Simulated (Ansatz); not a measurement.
Molecular dynamics on a 2×2×2 supercell (16 atoms) of HgSe (zincblende), relaxed with r2SCAN. Forces come from PBE in the PAW code Ansatz: constant energy and volume (NVE), velocities drawn at 450 K, steps of 1 fs. Classical nuclei, no spin polarisation; a few dozen steps show the first response, not equilibrium.

```yaml
crystal:
  lattice:
    - [0.0, 6.185330188, 6.185330188]
    - [6.185330188, 0.0, 6.185330188]
    - [6.185330188, 6.185330188, 0.0]
  atoms:
    - { symbol: Hg, position: [0.0, 0.0, 0.0] }
    - { symbol: Se, position: [0.125, 0.125, 0.125] }
    - { symbol: Hg, position: [0.0, 0.0, 0.5] }
    - { symbol: Se, position: [0.125, 0.125, 0.625] }
    - { symbol: Hg, position: [0.0, 0.5, 0.0] }
    - { symbol: Se, position: [0.125, 0.625, 0.125] }
    - { symbol: Hg, position: [0.0, 0.5, 0.5] }
    - { symbol: Se, position: [0.125, 0.625, 0.625] }
    - { symbol: Hg, position: [0.5, 0.0, 0.0] }
    - { symbol: Se, position: [0.625, 0.125, 0.125] }
    - { symbol: Hg, position: [0.5, 0.0, 0.5] }
    - { symbol: Se, position: [0.625, 0.125, 0.625] }
    - { symbol: Hg, position: [0.5, 0.5, 0.0] }
    - { symbol: Se, position: [0.625, 0.625, 0.125] }
    - { symbol: Hg, position: [0.5, 0.5, 0.5] }
    - { symbol: Se, position: [0.625, 0.625, 0.625] }
kpoints:
  mp_grid: { grid: [2, 2, 2] }
hamiltonian:
  xc: pbe
scf:
  occupations: { method: fermi_dirac, width: 0.039 }
md:
  ensemble: nve
  temperature: 450
  timestep: 1.0
  n_steps: 30
  initial_velocities: maxwell_boltzmann
  seed: 1449
```

Command: `ansatz run input.yaml --threads 4 --pin off --max-ram 3686MiB --backend cpu --events-out ev --progress --plain --runs-dir out`.

Task: What wall time did it need on 4 threads of Arm Neoverse V1 (shared host), load about 0.6 per core, and how much host memory at the peak?

Result: About 3.4 min, with a peak of 2.2 GiB.

```
step  t (fs)  T (K)  free energy F from step 0 (meV/atom)  kinetic energy (meV/atom)  largest force (eV/Å)
   0       0    450                                   0.0                       54.5                  0.00
   1       1    450                                   0.0                       54.5                  0.03
   2       2    449                                   0.1                       54.4                  0.06
   3       3    448                                   0.2                       54.3                  0.09
   4       4    447                                   0.3                       54.2                  0.12
   5       5    446                                   0.5                       54.0                  0.15
   6       6    444                                   0.7                       53.8                  0.18
   7       7    442                                   1.0                       53.5                  0.21
   8       8    439                                   1.3                       53.2                  0.24
   9       9    437                                   1.6                       52.9                  0.27
  10      10    433                                   2.0                       52.5                  0.30
  11      11    430                                   2.4                       52.1                  0.33
  12      12    426                                   2.8                       51.7                  0.36
  13      13    423                                   3.3                       51.2                  0.39
  14      14    418                                   3.8                       50.7                  0.41
  15      15    414                                   4.4                       50.2                  0.44
  16      16    409                                   4.9                       49.6                  0.47
  17      17    405                                   5.5                       49.0                  0.50
  18      18    400                                   6.1                       48.4                  0.52
  19      19    395                                   6.7                       47.8                  0.55
  20      20    389                                   7.4                       47.2                  0.57
  21      21    384                                   8.0                       46.5                  0.60
  22      22    378                                   8.7                       45.8                  0.62
  23      23    372                                   9.4                       45.1                  0.65
  24      24    367                                  10.1                       44.4                  0.67
  25      25    361                                  10.8                       43.7                  0.69
  26      26    355                                  11.5                       43.0                  0.71
  27      27    349                                  12.3                       42.3                  0.73
  28      28    343                                  13.0                       41.6                  0.76
  29      29    337                                  13.7                       40.8                  0.78
  30      30    331                                  14.4                       40.1                  0.79
```

The temperature goes from 450 K to 331 K in 30 fs. The conserved energy stays within 0.00 meV an atom. By the last step the atoms have moved 0.08 Å in the root mean square, the drift of the whole cell taken out, 0.14 Å at most.

Positions (Å) and forces (eV/Å) at step 30:
```
Hg   0.025   0.029  -0.037     0.355  -0.030  -0.062
Se   1.592   1.664   1.490    -0.156  -0.653   0.248
Hg   3.153   3.124  -0.005     0.086  -0.041  -0.033
Se   4.707   4.630   1.459     0.070   0.267   0.535
Hg   3.063   0.017   3.166    -0.045   0.063  -0.367
Se   4.619   1.549   4.659     0.063   0.146   0.036
Hg   6.183   3.039   3.092    -0.287   0.359   0.281
Se   7.783   4.599   4.668    -0.471   0.219  -0.195
Hg  -0.030   3.033   3.125     0.117   0.187  -0.211
Se   1.652   4.552   4.581    -0.504   0.600  -0.131
Hg   3.051   6.209   3.013     0.373  -0.184   0.127
Se   4.647   7.763   4.643    -0.044  -0.588   0.013
Hg   3.014   3.122   6.217     0.409  -0.101   0.108
Se   4.609   4.610   7.754     0.116   0.229   0.045
Hg   6.200   6.150   6.205    -0.110  -0.046  -0.022
Se   7.715   7.789   7.772     0.027  -0.427  -0.373
```
